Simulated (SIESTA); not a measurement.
## CdSe (Cadmoselite) in SIESTA: the effect of functional

CdSe (Cadmoselite):

```
Cd Se
1.0
     4.30000    0.00000    0.00000
    -2.15000    3.72391    0.00000
     0.00000    0.00000    7.02000
Cd Se
2 2
Direct
  0.66667 0.33333 0.50000
  0.33333 0.66667 0.00000
  0.66667 0.33333 0.88500
  0.33333 0.66667 0.38500
```

Alike in all runs:

```yaml
Program: SIESTA 5.4.2
Task: band structure
Basis: DZP (energy shift 0.003 Ry; two zetas on semicore shells)
Grid_cutoff: 800 Ry
Energy_shift: 0.003 Ry
k_mesh: 7 × 7 × 4
Occupations: fermi-dirac, width 0.05 eV
Spin: no spin polarisation
```

| functional | potentials or basis | gap on the mesh (eV) | pressure (GPa) | largest force (eV/Å) |
| --- | --- | --- | --- | --- |
| LDA | PseudoDojo 0.4 standard (LDA files) | 0.66 | -1.6 | 0.30 |
| PBEsol | PseudoDojo 0.4 standard (PBEsol files) | 0.81 | 0.4 | 0.31 |
| AM05 | PseudoDojo 0.4 standard (PBEsol files) | 0.89 | 0.9 | 0.30 |
| WC | PseudoDojo 0.4 standard (PBEsol files) | 0.78 | 0.4 | 0.31 |
| PBE | PseudoDojo 0.4 standard (PBE files) | 0.92 | 3.2 | 0.32 |
| PW91 | PseudoDojo 0.4 standard (PBE files) | 0.89 | 2.9 | 0.32 |
| revPBE | PseudoDojo 0.4 standard (PBE files) | 1.03 | 4.7 | 0.33 |
| RPBE | PseudoDojo 0.4 standard (PBE files) | 1.08 | 5.2 | 0.33 |
| BLYP | PseudoDojo 0.4 standard (PBE files) | ? | ? | ? |

**Question.** What does the run with functional BLYP give?

**Answer.** gap on the mesh 0.90 eV; pressure 5.8 GPa; largest force 0.34 eV/Å.

Caveats: the basis of atomic orbitals isn't converged, which shifts pressures, moduli and gaps; the potentials were made for another functional, which shifts forces and pressure (some runs).

